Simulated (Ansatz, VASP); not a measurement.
**Two plane-wave programs on C**

File INCAR:

```
SYSTEM = C
PREC = Accurate ; ENCUT = 520
EDIFF = 1E-7 ; ISMEAR = -1
SIGMA = 0.05 ; LREAL = .FALSE.
LASPH = .TRUE. ; NELM = 100
ALGO = Normal ; ISIF = 2
LWAVE = .FALSE. ; LCHARG = .FALSE.
GGA = PE ; NBANDS = 16
```

The input KPOINTS:

```
regular mesh
0
G
  12 12 12
  0 0 0
```

The input POSCAR:

```
C
1.0
    1.2165213504      0.7023589292      8.1706741485
   -1.2165213504      0.7023589292      8.1706741485
    0.0000000000     -1.4047178582      8.1706741485
C
4
Direct
    0.0871730800      0.0871730800      0.0871730800
    0.7538500600      0.7538500600      0.7538500600
    0.2461499400      0.2461499400      0.2461499400
    0.9128269200      0.9128269200      0.9128269200
```

The input input.yaml:

```yaml
crystal:
  lattice:
    - [1.2165213504, 0.7023589292, 8.1706741485]
    - [-1.2165213504, 0.7023589292, 8.1706741485]
    - [0.0, -1.4047178582, 8.1706741485]
  atoms:
    - { symbol: C, position: [0.08717308, 0.08717308, 0.08717308] }
    - { symbol: C, position: [0.75385006, 0.75385006, 0.75385006] }
    - { symbol: C, position: [0.24614994, 0.24614994, 0.24614994] }
    - { symbol: C, position: [0.91282692, 0.91282692, 0.91282692] }
hamiltonian:
  xc: pbe
  pseudopotentials: { kind: paw }
kpoints:
  mp_grid: { grid: [12, 12, 12] }
scf:
  occupations: { method: fermi_dirac, width: 0.05 }
output:
  forces: true
  stress: true
  eigenvalues: true
```

Change from the starting cell: volume scaled by 0.96.

Alike in both runs: task single point; functional PBE; k mesh 12 × 12 × 12; occupations fermi-dirac, width 0.05 eV; no spin polarisation.

|  | VASP | Ansatz |
| --- | --- | --- |
| version | VASP 6.6.1 | Ansatz 0.2.0 |
| potentials or method | VASP PAW PBE potentials, release 64 (C) | Ansatz PAW |
| plane-wave cutoff (eV) | 520 | 420 |
| valence electrons in the cell | 16 | 16 |

VASP gave:

```
gap on the k mesh at the Fermi level (eV)       : 0.20
least direct gap on the mesh (eV)               : 0.20
pressure (GPa)                                  : 10.3
largest component of the traceless stress (GPa) : 10.09
rms of the force components (eV/Å)              : 0.006
```

Q: Which values does Ansatz return?

A: gap on the k mesh at the Fermi level (eV): 0.20; least direct gap on the mesh (eV): 0.20; pressure (GPa): 9.9; largest component of the traceless stress (GPa): 9.63; rms of the force components (eV/Å): 0.006.

Atom by atom the forces differ by 0.000 eV/Å (rms over components). The functional is the same, so the differences come from potentials, cutoffs and numerics.

Caveats: the pressure holds a Pulay correction of +0.5 GPa for the finite cutoff (Ansatz). A k mesh can miss the band edges.
